Q: Taking 12 per cent off the volume of beryllium needs more than ten times the pressure that strontium needs. I put that down to beryllium's bonds being ten times as stiff. The energies bother me, though: the same squeeze costs 49 meV an atom in beryllium and 33 in strontium. How can both be true?

Sr, Be and Ba in the omega (AlB2-type) structure, with 58.99, 8.29 and 69.61 Å³ per atom at scale 1, scaled uniformly. Ansatz 0.2.0, RPBE, plane-wave PAW (420 eV), scalar-relativistic, no spin polarisation. Energies are extrapolated to zero smearing and count from scale 1; pressures are positive in compression and belong to the Fermi-Dirac smearing of 0.1 eV.

| volume scale | energy change, Sr (meV/atom) | pressure, Sr (GPa) | energy change, Be (meV/atom) | pressure, Be (GPa) | energy change, Ba (meV/atom) | pressure, Ba (GPa) |
| --- | --- | --- | --- | --- | --- | --- |
| 0.88 | 33.0 | 1.63 | 49.4 | 17.50 | 25.1 | 1.11 |
| 0.92 | 14.3 | 1.01 | 20.6 | 10.63 | 10.1 | 0.68 |
| 0.96 | 3.7 | 0.48 | 4.9 | 4.89 | 2.0 | 0.31 |
| 1 | 0.0 | 0.03 | 0.0 | 0.07 | 0.0 | 0.00 |
| 1.04 | 2.3 | -0.36 | 4.3 | -3.99 | 3.1 | -0.27 |
| 1.08 | 9.8 | -0.69 | 16.2 | -7.41 | 10.6 | -0.51 |
| 1.12 | 21.7 | -0.96 | 34.7 | -10.30 | 21.8 | -0.71 |

A: Because pressure is energy per volume, and the two atoms don't have the same volume. The work of a squeeze is roughly half the final pressure times the volume removed. For beryllium you remove about 1 Å³ an atom, for strontium about 7 Å³. A weak push over a long way can cost nearly as much as a strong push over a short one.

Q: Then how much of the factor of ten is only volume?

A: Use the bulk modulus $B=-V\,dP/dV$, where $V$ is the volume per atom and $P$ the pressure. The pressures at volume scales 0.96 and 1.04, subtracted and divided by 0.08, give 111 GPa for beryllium, 10.5 for strontium and 7.3 for barium. Now multiply each modulus by the volume per atom at scale 1. The product is an energy, and it measures how steeply the energy of one atom rises for a given relative change of volume.

Between beryllium and strontium the modulus changes by a factor of 10.6. The volumes account for 7.1 of that, and the energy per atom for the remaining 1.5. So the factor of ten is not a factor of ten in the bonds: per atom, and for the same relative change of volume, beryllium is only moderately stiffer. Measured as springs, its bonds are still more than five times as stiff. But most of that is size again, because a spring constant is an energy over a length squared, and the lengths in strontium are nearly twice as great. What is worth remembering is that modulus times atomic volume comes to between three and six electronvolts in all three metals.

Q: Does one modulus per element do justice to seven volumes?

A: Nearly. Divide each pressure by the modulus of its element and the three curves almost fall on one another. Compression by 12 per cent takes 15 to 16 per cent of the modulus, while expansion by 12 per cent takes a pull of only 9 to 10 per cent of it. The curves bend because the repulsion grows faster than the attraction as the atoms approach. Since all three bend alike, the bend doesn't explain why their moduli differ.

Q: Barium's energies seem to bend the other way near the middle: 2.0 meV at scale 0.96 but 3.1 at 1.04.

A: That comes from the extrapolation to zero smearing. The electronic entropy of barium rises with volume, and removing its contribution tilts the curve. The free energies of the same calculation, to which the pressures belong, change by 2.6 and 2.5 meV. Barium is not stiffer when stretched.

Q: Then I have a second explanation. Each atom gives two electrons to a common gas, and electrons resist being crowded because of the Pauli principle. Beryllium packs them about seven times as densely as strontium. I worked out the modulus of such a Fermi gas and found 14 GPa for strontium and 10.5 for barium. For a theory that knows only the density, that looks respectable.

A: It does, which makes it tempting. Now do beryllium.

Q: 364 GPa, against 111 in the calculation. That is more than three times too large.

A: There is a worse failure. At scale 1 your gas pushes outwards with about 220 GPa, while the calculated pressure of beryllium there is below 0.1 GPa. Something cancels nearly all of that push. Whatever does so also changes with volume, so it must enter the modulus too.

Q: The attraction of the ions?

A: Yes, and it has to hold a second push in check as well, the repulsion from their cores. Write the energy per atom as a sum of three terms, with $x=V/V_0$ and $V_0$ the volume at scale 1:

$$E(x)=K\,x^{-2/3}-C\,x^{-1/3}+D\,x^{-1}.$$

$K$ is the kinetic energy of the electron gas; it goes as the inverse square of a length. $C$ holds the electrostatic attraction and the exchange energy, which go as one over a length. $D$ describes the closed-shell core, which keeps valence electrons out of the region where the attraction would be strongest. Its cost is proportional to the electron density, hence to $1/V$.

Zero pressure at $x=1$ requires $\tfrac23K-\tfrac13C+D=0$, so that $D=(C-2K)/3$. The second derivative then gives

$$B=\frac{1}{V_0}\left(\frac{10}{9}K-\frac49C+2D\right)=\frac{2}{9}\,\frac{C-K}{V_0}.$$

Your Fermi gas is the first term alone, $10K/(9V_0)$. In the balanced metal the kinetic energy even enters with a minus sign, because more kinetic energy leaves less for the core term to do, and the core term is the stiffest of the three.

Q: Let me try beryllium. Its volume is 8.29 Å³ with two electrons, so the density is 0.24 electrons per Å³ and the Fermi energy about 14 eV. The mean kinetic energy is three fifths of that, so two electrons have $K\approx17$ eV. What do I take for $C$?

A: Two parts. The calculation supplies the electrostatic energy of point ions in a uniform sea of electrons, 41 eV an atom for beryllium. The exchange energy of a uniform gas with two electrons an atom is $\tfrac32e^2(6/\pi V_0)^{1/3}$, with $e^2=14.4$ eV Å, which adds 13 eV.

Q: So $C\approx54$ eV, and

$$B\approx\frac29\times\frac{54-17}{8.29}\ \text{eV/Å}^3\approx1.0\ \text{eV/Å}^3\approx160\ \text{GPa}.$$

That is still too high, but far better than 364.

A: It lies 44 per cent above the calculated modulus. No constant in the formula was adjusted to the moduli; the model takes only the volume at scale 1, the charge of the ions and their arrangement. For strontium and barium, the calculation also treats the outer core electrons explicitly, so its ions carry charge 10. Their electrostatic energy has to be scaled down to charge 2, which means dividing by 25.

The model then gives 14 GPa for strontium and 12 for barium, which is more than a third and nearly 60 per cent too high. So it makes all three metals too stiff, by amounts that are not very different. In a ratio much of that error cancels: beryllium over strontium comes out as 11.2, against 10.6 in the calculation.

Q: But most of that ratio is volume, and we put the volumes in.

A: A fair objection, so divide the volume out and compare what is left. The calculation leaves an energy factor of 1.5. The balance of three terms gives $11.2/7.1\approx1.6$, and the Fermi gas $26.3/7.1\approx3.7$. On this stricter test the balance still stands, and the Fermi gas alone is ruled out as the explanation of the step from strontium to beryllium.

Q: Why did my gas look so good for strontium, if it leaves out the attraction?

A: Set the two formulas equal and you find $C=6K$. As a metal gets roomier, the kinetic energy falls faster than the attraction, so $C/K$ grows with volume. In beryllium it is about 3, and at strontium's volume it happens to be close to 6. There the terms you left out nearly cancel in the modulus, although they don't cancel in the pressure. A check on strontium alone would have confirmed the wrong picture.

Q: Does the balance also explain why barium is softer than strontium?

A: Only in part. The calculated moduli differ by a factor of about 1.4. The balance gives 1.23 and your Fermi gas 1.32, so here the poorer theory comes closer and neither gets there. The two volumes differ by less than a fifth, and over so short a step the particular chemistry of each element can matter as much as the density.

Q: What chemistry would that be?

A: Strontium and barium have empty d states low enough to mix with their valence bands, which is well established. The model has no such states. They may soften barium more than strontium, but that is a guess: these numbers don't separate the effect of the d states from the way the electrons gather around the ions, which the model also leaves out.

Q: We have taken the volumes as given all along. Why is beryllium so small in the first place?

A: Here the argument rests on theory. A beryllium ion keeps only its two 1s electrons, so the core is tiny and the valence electrons can come close to a strongly attracting charge. Strontium and barium have several filled shells, which push the valence electrons outwards. In the model the core term is $DV_0/V$. A larger core means a larger product $DV_0$, though not necessarily a larger $D$, and the balance of pressures then settles at a larger volume. The core thus acts on the stiffness mainly by setting how much room each atom takes.

Q: Suppose a colleague in process engineering asks for the modulus of beryllium. Do I pass on 111 GPa?

A: First ask which modulus is meant. Engineers usually want Young's modulus, which describes the stretching of a bar, and 111 GPa is the bulk modulus. Even as a bulk modulus it is not a design value. Beryllium is ordinarily hexagonal close-packed, and strontium and barium don't adopt this omega structure under ordinary conditions either. The functional, RPBE, also tends to give large volumes and soft lattices. In addition, the cell kept its shape while it was scaled. At scale 0.88 the stress in beryllium is more than a quarter larger in the plane than along the axis, so the tabulated pressure is an average. A cell free to change its shape would store less energy.

Q: And if the colleague only wants to guess which of two such metals is stiffer, and by how much?

A: Start with the volumes per atom. If both are alkaline earth metals, like the three here, the one with the smaller atoms should be stiffer by at least about the ratio of the volumes. Then allow a modest extra factor for the energy per atom; it was 1.5 here for a sevenfold change of volume. When the volumes are nearly equal, as for strontium and barium, the order may still come out right, but the size of the difference needs a proper calculation.
